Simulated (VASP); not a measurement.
# Nb (Fm-3m) in VASP: RPA correlation energy with PBE

Aim: the RPA correlation energy of Nb with PBE.

Everything below comes from runs of VASP 6.6.1. Logs are shortened: lines on timing, memory, paths and dates and some standing lists are left out, and cuts for length are marked.

## (1) The structure

The structure is cubic, space group Fm-3m (No. 225). Conventional cell: a = 4.168 Å, b = 4.168 Å, c = 4.168 Å, α = 90.00°, β = 90.00°, γ = 90.00°. Nb (site symmetry m-3m) has 12 Nb at 2.95 Å as nearest neighbours.

This isn't the form of Nb at room conditions, which is bcc.

## (2) RPA correlation energy, PBE

POSCAR

```
Nb
1.0
    0.0000000000      2.0841500000      2.0841500000
    2.0841500000      0.0000000000      2.0841500000
    2.0841500000      2.0841500000      0.0000000000
Nb
1
Direct
    0.0000000000      0.0000000000      0.0000000000
```

INCAR.step1

```
SYSTEM = Nb
PREC = Accurate ; ENCUT = 450
EDIFF = 1E-8 ; ISMEAR = 0
SIGMA = 0.05 ; LREAL = .False.
LASPH = .True. ; NELM = 60
ALGO = Normal ; LWAVE = .True.
LCHARG = .False. ; GGA = PE
```

INCAR.step2

```
SYSTEM = Nb
PREC = Accurate ; ENCUT = 450
EDIFF = 1E-8 ; ISMEAR = 0
SIGMA = 0.05 ; LREAL = .False.
LASPH = .True. ; NELM = 1
ALGO = EIGENVAL ; LWAVE = .False.
LCHARG = .False. ; GGA = PE
LHFCALC = .True. ; AEXX = 1.0
ALDAC = 0.0 ; AGGAC = 0.0
ISTART = 1 ; PRECFOCK = Fast
```

INCAR.step3

```
SYSTEM = Nb
PREC = Accurate ; ENCUT = 450
EDIFF = 1E-8 ; ISMEAR = 0
SIGMA = 0.05 ; LREAL = .False.
LASPH = .True. ; NELM = 1
ALGO = Exact ; LWAVE = .True.
LCHARG = .False. ; GGA = PE
NBANDS = 399 ; LOPTICS = .True.
ISTART = 1
```

INCAR.step4

```
SYSTEM = Nb
PREC = Accurate ; ENCUT = 450
EDIFF = 1E-8 ; ISMEAR = 0
SIGMA = 0.05 ; LREAL = .False.
LASPH = .True. ; NELM = 60
ALGO = ACFDT ; LWAVE = .False.
LCHARG = .False. ; GGA = PE
NBANDS = 399 ; ENCUTGW = 250
NOMEGA = 12 ; ISTART = 1
PRECFOCK = Fast
```

KPOINTS

```
regular mesh
0
Gamma
  8 8 8
  0 0 0
```

Potentials or basis: VASP PAW PBE potentials, release 64 (Nb_sv_GW).

Started as:

```
$ cat potpaw_PBE.64/Nb_sv_GW/POTCAR > POTCAR
$ cp INCAR.step1 INCAR
$ mpirun -np 1 vasp_std > vasp.out
$ cp INCAR.step2 INCAR
$ mpirun -np 1 vasp_std > vasp.out
$ cp INCAR.step3 INCAR
$ mpirun -np 1 vasp_std > vasp.out
$ cp INCAR.step4 INCAR
$ mpirun -np 1 vasp_std > vasp.out
```

OUTCAR:

```text
SYSTEM = Nb
   PREC = Accurate
   ENCUT = 450
   EDIFF = 1E-8
   ISMEAR = 0
   LREAL = .False.
   LASPH = .True.
   NELM = 60
   GGA = PE
   ENCUTGW = 250
   ISTART = 1
   PRECFOCK = Fast

 ion  position               nearest neighbor table
   1  0.000  0.000  0.000-

  LATTYP: Found a face centered cubic cell.
 ALAT       =     4.1683000000

  Lattice vectors:

 A1 = (   0.0000000000,   2.0841500000,   2.0841500000)
 A2 = (   2.0841500000,   0.0000000000,   2.0841500000)
 A3 = (   2.0841500000,   2.0841500000,   0.0000000000)

Analysis of symmetry for initial positions (statically):
=====================================================================
 Subroutine PRICEL returns:
 Original cell was already a primitive cell.

 Routine SETGRP: Setting up the symmetry group for a
 face centered cubic supercell.

 Subroutine GETGRP returns: Found 48 space group operations
 (whereof 48 operations were pure point group operations)
 out of a pool of 48 trial point group operations.

The static configuration has the point symmetry O_h .

Analysis of symmetry for dynamics (positions and initial velocities):
=====================================================================
 Subroutine PRICEL returns:
 Original cell was already a primitive cell.

 Routine SETGRP: Setting up the symmetry group for a
 face centered cubic supercell.

 Subroutine GETGRP returns: Found 48 space group operations
 (whereof 48 operations were pure point group operations)
 out of a pool of 48 trial point group operations.

The dynamic configuration has the point symmetry O_h .

 Subroutine INISYM returns: Found 48 space group operations
 (whereof 48 operations are pure point group operations),
 and found     1 'primitive' translations

----------------------------------------------------------------------------------------

                                     Primitive cell

  volume of cell :      18.1058

  direct lattice vectors                    reciprocal lattice vectors
     0.000000000  2.084150000  2.084150000    -0.239905957  0.239905957  0.239905957
     2.084150000  0.000000000  2.084150000     0.239905957 -0.239905957  0.239905957
     2.084150000  2.084150000  0.000000000     0.239905957  0.239905957 -0.239905957

  length of vectors
     2.947433196  2.947433196  2.947433196     0.415529306  0.415529306  0.415529306

  position of ions in fractional coordinates (direct lattice)
     0.000000000  0.000000000  0.000000000

  ion indices of the primitive-cell ions
   primitive index   ion index
                 1           1

----------------------------------------------------------------------------------------

 KPOINTS: regular mesh

Automatic generation of k-mesh.
 Grid dimensions read from file:
 generate k-points for:    8    8    8

 Generating k-lattice:

  Cartesian coordinates                     Fractional coordinates (reciprocal lattice)
    -0.029988245  0.029988245  0.029988245     0.125000000  0.000000000  0.000000000
     0.029988245 -0.029988245  0.029988245     0.000000000  0.125000000  0.000000000
     0.029988245  0.029988245 -0.029988245     0.000000000  0.000000000  0.125000000

  Length of vectors
     0.051941163  0.051941163  0.051941163

  Shift w.r.t. Gamma in fractional coordinates (k-lattice)
     0.000000000  0.000000000  0.000000000

 Subroutine IBZKPT returns following result:
 ===========================================

 Found     29 irreducible k-points:

 Following reciprocal coordinates:
            Coordinates               Weight
  0.000000  0.000000  0.000000      1.000000
  0.125000  0.000000  0.000000      8.000000
  0.250000  0.000000  0.000000      8.000000
  0.375000  0.000000  0.000000      8.000000
  0.500000  0.000000  0.000000      4.000000
  0.125000  0.125000  0.000000      6.000000
[... 16 lines left out ...]
  0.500000  0.250000  0.125000     48.000000
 -0.375000  0.250000  0.125000     24.000000
 [... further k-points ...]
   k-points           NKPTS =     29   k-points in BZ     NKDIM =    512   number of bands    NBANDS=    399
   number of dos      NEDOS =    301   number of ions     NIONS =      1
   total plane-waves  NPLWV =   8000
   dimension x,y,z NGX =    20 NGY =   20 NGZ =   20
   dimension x,y,z NGXF=    40 NGYF=   40 NGZF=   40
   ions per type =               1
   NGX,Y,Z   is equivalent  to a cutoff of  11.28, 11.28, 11.28 a.u.
   NGXF,Y,Z  is equivalent  to a cutoff of  22.56, 22.56, 22.56 a.u.
 SYSTEM =  Nb
   PREC   = accura    normal or accurate (medium, high low for compatibility)
   ISTART =      1    job   : 0-new  1-cont  2-samecut
   ICHARG =      0    charge: 1-file 2-atom 10-const
   ISPIN  =      1    spin polarized calculation?
   LNONCOLLINEAR =      F non collinear calculations
   LSORBIT =      F    spin-orbit coupling
   LASPH  =      T    aspherical Exc in radial PAW
   ENCUT  =  450.0 eV  33.07 Ry    5.75 a.u.   5.10  5.10  5.10*2*pi/ulx,y,z
   NELM   =     60;   NELMIN=  2; NELMDL=  0     # of ELM steps
   EDIFF  = 0.1E-07   stopping-criterion for ELM
   LREAL  =      F    real-space projection
   EDIFFG = 0.1E-06   stopping-criterion for IOM
   NSW    =      0    number of steps for IOM
   IBRION =     -1    ionic relax: 0-MD 1-quasi-New 2-CG
   NFREE  =      0    steps in history (QN), initial steepest desc. (CG)
   ISIF   =      0    stress and relaxation
   ISYM   =      3    0-nonsym 1-usesym 2-fastsym
   POTIM  = 0.5000    time-step for ionic-motion
   TEBEG  =    0.0;   TEEND  =   0.0 temperature during run
   PSTRESS=    0.0 pullay stress
   NELECT =      13.0000    total number of electrons
   NUPDOWN=      -1.0000    fix difference up-down
   EMIN   =  10.00;   EMAX   =-10.00  energy-range for DOS
   EFERMI =   0.00;   METHOD = LEGACY
   ISMEAR =     0;   SIGMA  =   0.05  broadening in eV -4-tet -1-fermi 0-gaus
   EFERMI_NEDOS =   21; number of points for ismear=-14 and -15
   IALGO  =     38    algorithm
   IMIX   =      4    mixing-type and parameters
     AMIX     =   0.40;   BMIX     =  1.00
     AMIX_MAG =   1.60;   BMIX_MAG =  1.00
  volume/ion in A,a.u.               =      18.11       122.18
  Fermi-wavevector in a.u.,A,eV,Ry     =   1.465943  2.770230 29.238754  2.148988
  Thomas-Fermi vector in A             =   2.581739
   LORBIT       =      0    0 simple, 1 ext, 2 COOP (PROOUT), +10 PAW based schemes
   GGA     = PE    functional components
   LHFCALC =     T    Hartree Fock is set to
   PRECFOCK=fast      Normal, Fast or Accurate (Low or Medium for compatibility)
   ENCUT4O =  -1.0   cutoff for four orbital integrals eV
   NKREDX  =     1    reduce k-point grid by
   NKREDY  =     1    reduce k-point grid by
   NKREDZ  =     1    reduce k-point grid by
   AEXX    =    1.0000 exact exchange contribution
   HFSCREEN=    0.0000 screening length (either q_TF or 0.3 A-1)
   HFSCREENC=   0.0000 screening length for correlation (either q_TF or 0.3 A-1)
   ENCUTFOCK=  -1.0 apply spherical cutoff to Coloumb kernel
   IVDW    =     0    specifies the selected vdW correction
   LEPSILON=     F    determine dielectric tensor
   LRPA    =     F    only Hartree local field effects (RPA)
   LRPAFORCE           =     F    calculate RPA forces
   ENCUTGW             = 250.0    cutoff for response function in eV
   ENCUTGWSOFT         = 200.0    soft cutoff for Coulomb kernel in GW response function in eV
   ENCUTLF             =  -1.0    cutoff for local field effects
   NELMGW              =     1    number of iterations in solving QP/BSE equation
   NELMHF              =     1    number of iterations in the inner HF iteration
   NKREDLFX            =     1    NKREDLFY  =   1   NKREDLFZ  =   1
 non-spin polarized calculation
 Gauss-broadening in eV      SIGMA  =   0.05
  energy-cutoff  :      450.00
  volume of cell :       18.11
 maximum number of plane-waves:       399
  NGX = 12; NGY = 12; NGZ = 12
   NGX = 11   NGY = 11   NGZ = 11
 maximum number of plane-waves:       169

      cutoff energy     smooth cutoff   RPA   correlation   Hartree contr. to MP2
---------------------------------------------------------------------------------
            250.000           200.000      -22.6368899685      -74.6352121855
            238.095           190.476      -22.4497989034      -74.4259823601
            226.757           181.406      -22.2561913628      -74.2085668143
            215.959           172.768      -22.0560118571      -73.9826642291
            205.676           164.541      -21.8497919405      -73.7485960209
            195.882           156.705      -21.6381292500      -73.5067619319
            186.554           149.243      -21.4205540117      -73.2562862457
            177.670           142.136      -21.1982093281      -72.9981771496
  linear regression
  converged value                          -24.7557839373      -77.0507971633
```

Run time: 52 min. Hardware: 1 thread of Intel Xeon 6975P-C (Granite Rapids), shared host; peak memory 1.6 GiB.

Results:

* Band gap on the k mesh, mean-field level: none (metal or under the smearing width)
* RPA correlation energy: -24.756 eV/atom
* RPA total energy per cell: -42.410 eV
* RPA correlation energy per cell: -24.756 eV

Caveat: the ground state has no gap, which makes the many-body step unreliable.
